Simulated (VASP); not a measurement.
# BaTiO3 (P4mm) in VASP: a series of runs

The runs below take BaTiO3 through band structure, dielectric tensor, optical spectrum, G0W0 quasiparticle levels, phonons, elastic constants, with PBE, r2SCAN.

Program: VASP 6.6.1. These are calculated values, not measurements. Logs are shortened: lines on timing, memory, paths and dates and some standing lists are left out, and cuts for length are marked.

## (1) The structure

Symmetry: P4mm, No. 99, tetragonal system. Conventional cell: a = 3.967 Å, b = 3.967 Å, c = 4.066 Å, α = 90.00°, β = 90.00°, γ = 90.00°. Ba (site symmetry 4mm) is surrounded by 12 O at 2.79 to 2.89 Å. Around Ti (site symmetry 4mm) lie 5 O at 1.84 to 1.99 Å. O (site symmetry 4mm) has 1 Ti at 1.84 Å as nearest neighbours. Around O (site symmetry 2mm) lie 2 Ti at 1.99 Å.

## (2) Band structure, PBE, spin-orbit coupling, no magnetisation

INCAR reads:

```
ALGO = Normal ; EDIFF = 1E-6
ENCUT = 520 ; GGA = PE
GGA_COMPAT = False ; ISIF = 2
ISMEAR = 0 ; KPAR = 2
LASPH = True ; LCHARG = False
LMAXMIX = 4 ; LORBIT = 11
LREAL = False ; LSORBIT = True
LWAVE = False ; MAGMOM = 0 0 0 0 0 0 0 0 0 0 0 0 0 0 0
NBANDS = 55 ; NELM = 80
PREC = Accurate ; SIGMA = 0.03
```

KPOINTS reads:

```
k-points
0
Gamma
  6 6 6
```

POSCAR reads:

```
BaTiO3                                  
1.0
    3.9671433514      0.0000000000      0.0000000000
    0.0000000000      3.9671433514      0.0000000000
    0.0000000000      0.0000000000      4.0656693611
  Ba              Ti              O             
     1     1     3
Direct
     1.0000000000000000    0.0000000000000000    0.9986018169556405
     0.5000000000000000    0.5000000000000000    0.4819255879355182
     0.5000000000000000    0.5000000000000000    0.0291004766978163
     0.5000000000000000    0.0000000000000000    0.5166860592055121
     1.0000000000000000    0.5000000000000000    0.5166860592055121
```

KPOINTS_OPT reads:

```
explicit points
213
Reciprocal
 0.0000000000  0.0000000000  0.0000000000 1
 0.0000000000  0.0357142857  0.0000000000 1
 0.0000000000  0.0714285714  0.0000000000 1
 0.0000000000  0.1071428571  0.0000000000 1
 0.0000000000  0.1428571429  0.0000000000 1
 0.0000000000  0.1785714286  0.0000000000 1
[... 205 lines left out ...]
 0.0000000000  0.0000000000  0.5223819600 1
 0.0000000000  0.0000000000  0.4776180400 1
```

Potentials or basis: VASP PAW PBE potentials, release 64 (Ba_sv, Ti_sv, O).

Launch:

```
$ cat potpaw_PBE.64/Ba_sv/POTCAR potpaw_PBE.64/Ti_sv/POTCAR potpaw_PBE.64/O/POTCAR > POTCAR
$ mpirun -np 2 vasp_ncl > vasp.out
```

OUTCAR:

```text
EDIFF = 1E-6
   ENCUT = 520
   GGA = PE
   ISIF = 2
   ISMEAR = 0
   LASPH = True
   LORBIT = 11
   LREAL = False
   LSORBIT = True
   NELM = 80
   PREC = Accurate

 ion  position               nearest neighbor table
   1  0.000  0.000  0.999-   4 2.79   5 2.79   5 2.79   4 2.79   3 2.81   3 2.81   3 2.81   3 2.81
                             4 2.89   5 2.89   5 2.89   4 2.89   2 3.42   2 3.42   2 3.42   2 3.42
   2  0.500  0.500  0.482-   3 1.84   4 1.99   5 1.99   4 1.99   5 1.99   3 2.22   1 3.42   1 3.42
                             1 3.42   1 3.42   1 3.50   1 3.50   1 3.50   1 3.50
   3  0.500  0.500  0.029-   2 1.84   2 2.22   1 2.81   1 2.81   1 2.81   1 2.81
   4  0.500  0.000  0.517-   2 1.99   2 1.99   1 2.79   1 2.79   1 2.89   1 2.89
   5  0.000  0.500  0.517-   2 1.99   2 1.99   1 2.79   1 2.79   1 2.89   1 2.89

  LATTYP: Found a simple tetragonal cell.
 ALAT       =     3.9671433514
 C/A-ratio  =     1.0248355053

  Lattice vectors:

 A1 = (   3.9671433514,   0.0000000000,   0.0000000000)
 A2 = (   0.0000000000,   3.9671433514,   0.0000000000)
 A3 = (   0.0000000000,   0.0000000000,   4.0656693611)

Analysis of symmetry for initial positions (statically):
=====================================================================
 Subroutine PRICEL returns:
 Original cell was already a primitive cell.

 Routine SETGRP: Setting up the symmetry group for a
 simple tetragonal supercell.

 Subroutine GETGRP returns: Found  8 space group operations
 (whereof  8 operations were pure point group operations)
 out of a pool of 16 trial point group operations.

The static configuration has the point symmetry C_4v.

Analysis of symmetry for dynamics (positions and initial velocities):
=====================================================================
 Subroutine PRICEL returns:
 Original cell was already a primitive cell.

 Routine SETGRP: Setting up the symmetry group for a
 simple tetragonal supercell.

 Subroutine GETGRP returns: Found  8 space group operations
 (whereof  8 operations were pure point group operations)
 out of a pool of 16 trial point group operations.

The dynamic configuration has the point symmetry C_4v.

Analysis of structural, dynamic, and magnetic symmetry:
=====================================================================
 Subroutine PRICEL returns:
 Original cell was already a primitive cell.

 Routine SETGRP: Setting up the symmetry group for a
 simple tetragonal supercell.

 Subroutine GETGRP returns: Found  8 space group operations
[... 1510 lines left out ...]
     3.967143351  0.000000000  0.000000000     0.252070548  0.000000000  0.000000000
     0.000000000  3.967143351  0.000000000     0.000000000  0.252070548  0.000000000
     0.000000000  0.000000000  4.065669361     0.000000000  0.000000000  0.245961959

 POSITION                                       TOTAL-FORCE (eV/Angst)
 -----------------------------------------------------------------------------------
      0.00000      0.00000      4.05998         0.000000      0.000000      0.012084
      1.98357      1.98357      1.95935        -0.000000     -0.000000      0.052806
      1.98357      1.98357      0.11831         0.000000      0.000000     -0.091727
      1.98357      0.00000      2.10067         0.000000      0.000000      0.013419
      0.00000      1.98357      2.10067         0.000000      0.000000      0.013419
 -----------------------------------------------------------------------------------
    total drift:                                0.000000      0.000000      0.000297

  FREE ENERGIE OF THE ION-ELECTRON SYSTEM (eV)
  ---------------------------------------------------
  free  energy   TOTEN  =       -40.1770862914 eV

  energy  without entropy=      -40.1770862914  energy(sigma->0) =      -40.17708629

 Spin-Orbit-Coupling matrix elements

 Ion:    1  E_soc:     -0.3837486
 l=   1
     0.0000000    -0.0637932    -0.0638272
    -0.0637932     0.0000000    -0.0637932
    -0.0638272    -0.0637932     0.0000000
 l=   2
     0.0000000    -0.0000350     0.0000000    -0.0000350    -0.0001187
    -0.0000350     0.0000000    -0.0000890    -0.0000346    -0.0000297
     0.0000000    -0.0000890     0.0000000    -0.0000890     0.0000000
    -0.0000350    -0.0000346    -0.0000890     0.0000000    -0.0000297
    -0.0001187    -0.0000297     0.0000000    -0.0000297     0.0000000
 l=   3
     0.0000000     0.0000000     0.0000000     0.0000000     0.0000000     0.0000000     0.0000000
     0.0000000     0.0000000     0.0000000     0.0000000     0.0000000     0.0000000     0.0000000
     0.0000000     0.0000000     0.0000000     0.0000000     0.0000000     0.0000000     0.0000000
     0.0000000     0.0000000     0.0000000     0.0000000     0.0000000     0.0000000     0.0000000
[... 69 lines left out ...]
 l=   2
     0.0000000     0.0000000     0.0000000     0.0000000     0.0000000
     0.0000000     0.0000000     0.0000000     0.0000000     0.0000000
     0.0000000     0.0000000     0.0000000     0.0000000     0.0000000
     0.0000000     0.0000000     0.0000000     0.0000000     0.0000000
     0.0000000     0.0000000     0.0000000     0.0000000     0.0000000
 l=   3
     0.0000000     0.0000000     0.0000000     0.0000000     0.0000000     0.0000000     0.0000000
     0.0000000     0.0000000     0.0000000     0.0000000     0.0000000     0.0000000     0.0000000
     0.0000000     0.0000000     0.0000000     0.0000000     0.0000000     0.0000000     0.0000000
     0.0000000     0.0000000     0.0000000     0.0000000     0.0000000     0.0000000     0.0000000
     0.0000000     0.0000000     0.0000000     0.0000000     0.0000000     0.0000000     0.0000000
     0.0000000     0.0000000     0.0000000     0.0000000     0.0000000     0.0000000     0.0000000
     0.0000000     0.0000000     0.0000000     0.0000000     0.0000000     0.0000000     0.0000000

 total charge

# of ion       s       p       d       tot
------------------------------------------
    1        2.008   5.652   0.333   7.993
    2        2.220   6.278   1.763  10.262
    3        1.569   3.471   0.000   5.040
    4        1.564   3.475   0.000   5.039
    5        1.564   3.475   0.000   5.039
--------------------------------------------------
tot          8.926  22.351   2.096  33.373

 magnetization (x)

# of ion       s       p       d       tot
------------------------------------------
    1        0.000  -0.000   0.000  -0.000
    2       -0.000   0.000   0.000   0.000
    3        0.000   0.000   0.000   0.000
    4        0.000  -0.000   0.000  -0.000
    5       -0.000   0.000   0.000   0.000
--------------------------------------------------
tot         -0.000  -0.000   0.000  -0.000

 magnetization (y)

# of ion       s       p       d       tot
------------------------------------------
    1       -0.000   0.000  -0.000  -0.000
    2        0.000   0.000   0.000   0.000
    3        0.000   0.000   0.000   0.000
    4        0.000   0.000   0.000   0.000
    5        0.000   0.000   0.000   0.000
--------------------------------------------------
tot          0.000   0.000  -0.000  -0.000

 magnetization (z)

# of ion       s       p       d       tot
------------------------------------------
    1        0.000   0.000   0.000   0.000
    2        0.000   0.000   0.000   0.000
    3       -0.000   0.000   0.000  -0.000
    4        0.000   0.000   0.000   0.000
    5        0.000  -0.000   0.000  -0.000
--------------------------------------------------
tot         -0.000  -0.000   0.000  -0.000
```

stdout:

```text
POSCAR found type information on POSCAR BaTiO
 POSCAR found :  3 types and       5 ions
 scaLAPACK will be used
 LDA part: xc-table for (Slater+PW92), standard interpolation
 POSCAR, INCAR and KPOINTS ok, starting setup
 FFT: planning ... GRIDC
 FFT: planning ... GRID_SOFT
 FFT: planning ... GRID
 WAVECAR not read
 entering main loop
 Start KPOINTS_OPT (optional k-point list driver)
k-point batch [1-60\213]
k-point batch [61-120\213]
k-point batch [121-180\213]
k-point batch [181-213\213]
```

Wall time 6.5 min (2 MPI ranks of AMD EPYC 9R45 (Zen 5), shared host); peak memory 0.65 GiB.

Results:

```yaml
Free_energy: -40.1771 eV
Pressure: 6.5 GPa
Largest_force: 0.092 eV/Å
Valence_electrons_inside_the_program's_atomic_spheres: Ba 7.99; Ti 10.26; O 5.04
```

Forces in eV/Å, atoms in the order of the input:
```
Ba   0.000  0.000  0.012
Ti   0.000  0.000  0.053
O    0.000  0.000 -0.092
O    0.000  0.000  0.013
O    0.000  0.000  0.013
```

## (3) Dielectric tensor, PBE

INCAR reads:

```
PREC = Accurate ; ENCUT = 520
EDIFF = 1E-8 ; ISMEAR = 0
SIGMA = 0.03 ; LREAL = F
LASPH = T ; NELM = 80
ALGO = Normal ; ISIF = 2
LWAVE = F ; LCHARG = F
GGA = PE ; LEPSILON = T
KPAR = 2
```

KPOINTS reads:

```
regular mesh
0
Monkhorst-Pack
  10 10 10
```

POSCAR is that of step 2.

Potentials or basis: VASP PAW PBE potentials, release 64 (Ba_sv, Ti_sv, O).

Launch:

```
$ cat potpaw_PBE.64/Ba_sv/POTCAR potpaw_PBE.64/Ti_sv/POTCAR potpaw_PBE.64/O/POTCAR > POTCAR
$ mpirun -np 2 vasp_std > vasp.out
```

OUTCAR:

```text
PREC = Accurate
   ENCUT = 520
   EDIFF = 1E-8
   ISMEAR = 0
   LREAL = F
   LASPH = T
   NELM = 80
   ISIF = 2
   GGA = PE
   LEPSILON = T

 ion  position               nearest neighbor table
   1  0.000  0.000  0.999-   4 2.79   5 2.79   5 2.79   4 2.79   3 2.81   3 2.81   3 2.81   3 2.81
                             4 2.89   5 2.89   5 2.89   4 2.89   2 3.42   2 3.42   2 3.42   2 3.42
   2  0.500  0.500  0.482-   3 1.84   4 1.99   5 1.99   4 1.99   5 1.99   3 2.22   1 3.42   1 3.42
                             1 3.42   1 3.42   1 3.50   1 3.50   1 3.50   1 3.50
   3  0.500  0.500  0.029-   2 1.84   2 2.22   1 2.81   1 2.81   1 2.81   1 2.81
   4  0.500  0.000  0.517-   2 1.99   2 1.99   1 2.79   1 2.79   1 2.89   1 2.89
   5  0.000  0.500  0.517-   2 1.99   2 1.99   1 2.79   1 2.79   1 2.89   1 2.89

  LATTYP: Found a simple tetragonal cell.
 ALAT       =     3.9671433514
 C/A-ratio  =     1.0248355053

  Lattice vectors:

 A1 = (   3.9671433514,   0.0000000000,   0.0000000000)
 A2 = (   0.0000000000,   3.9671433514,   0.0000000000)
 A3 = (   0.0000000000,   0.0000000000,   4.0656693611)

Analysis of symmetry for initial positions (statically):
=====================================================================
 Subroutine PRICEL returns:
 Original cell was already a primitive cell.

 Routine SETGRP: Setting up the symmetry group for a
 simple tetragonal supercell.

 Subroutine GETGRP returns: Found  8 space group operations
 (whereof  8 operations were pure point group operations)
 out of a pool of 16 trial point group operations.
[... 891 lines left out ...]
     0.00000 -0.00000 -0.42176           (  0.00000  0.00000 -0.98844)

 PIEZOELECTRIC TENSOR FIELD DIRECTION 3  (C/m^2)
 -----------------------------------------------------------------------------
    -0.18156  0.00000  0.00000
     0.00000 -0.18156  0.00000
     0.00000 -0.00000 -0.10561

 MACROSCOPIC STATIC DIELECTRIC TENSOR (including local field effects in DFT)
 ------------------------------------------------------
           6.389017     0.000000     0.000000
           0.000000     6.389017     0.000000
           0.000000     0.000000     5.625071
 ------------------------------------------------------

 PIEZOELECTRIC TENSOR (including local field effects)  for field in x, y, z        (e  Angst)
          XX          YY          ZZ          XY          YZ          ZX
  --------------------------------------------------------------------------------
  x     0.00000     0.00000     0.00000     0.00000     0.00000    -0.36643
  y     0.00000     0.00000     0.00000     0.00000    -0.36643     0.00000
  z    -0.72510    -0.72510    -0.42176     0.00000     0.00000     0.00000

 PIEZOELECTRIC TENSOR (including local field effects)  for field in x, y, z        (C/m^2)
          XX          YY          ZZ          XY          YZ          ZX
  --------------------------------------------------------------------------------
  x     0.00000     0.00000     0.00000     0.00000     0.00000    -0.09175
  y     0.00000     0.00000     0.00000     0.00000    -0.09175     0.00000
  z    -0.18156    -0.18156    -0.10561     0.00000     0.00000     0.00000

 BORN EFFECTIVE CHARGES (including local field effects) (in |e|, cummulative output)
 ---------------------------------------------------------------------------------
 ion    1
    1     2.73476     0.00000     0.00000
    2     0.00000     2.73476    -0.00000
    3     0.00000     0.00000     2.83911
 ion    2
    1     7.07474     0.00000     0.00000
    2     0.00000     7.07474     0.00000
    3     0.00000     0.00000     5.67805
 ion    3
    1    -2.01174     0.00000     0.00000
    2     0.00000    -2.01174     0.00000
    3     0.00000     0.00000    -4.62417
 ion    4
    1    -2.13394     0.00000     0.00000
    2     0.00000    -5.66382    -0.00000
    3     0.00000     0.00000    -1.94649
 ion    5
    1    -5.66382     0.00000     0.00000
    2     0.00000    -2.13394     0.00000
    3     0.00000     0.00000    -1.94649
```

Wall time 18 min (2 MPI ranks of AMD EPYC 9R45 (Zen 5), shared host); peak memory 0.93 GiB.

What came out:

* Electronic dielectric tensor (diagonal): 6.39, 6.39, 5.63
* Born charges (mean of the diagonal): Ba +2.77; Ti +6.61; O -2.88, -3.25 e

Levels at points of the mesh, in eV from the valence-band top:
```tsv
k point	band 16	band 17	band 18	band 19	band 20	band 21	band 22	band 23	band 24
(0.05, 0.05, 0.05)	-1.49	-1.20	-0.66	-0.41	-0.39	1.98	2.30	2.32	4.30
```

Electronic dielectric tensor:
```
6.39 0.00 0.00
0.00 6.39 0.00
0.00 0.00 5.63
```

Born effective charge tensors (e):
atom 1, Ba
```
2.73 0.00 0.00
0.00 2.73 0.00
0.00 0.00 2.84
```
atom 2, Ti
```
7.07 0.00 0.00
0.00 7.07 0.00
0.00 0.00 5.68
```
atom 3, O
```
-2.01  0.00  0.00
 0.00 -2.01  0.00
 0.00  0.00 -4.62
```
atom 4, O
```
-2.13  0.00  0.00
 0.00 -5.66  0.00
 0.00  0.00 -1.95
```
atom 5, O
```
-5.66  0.00  0.00
 0.00 -2.13  0.00
 0.00  0.00 -1.95
```

(Part 1 of 3 ends here.)
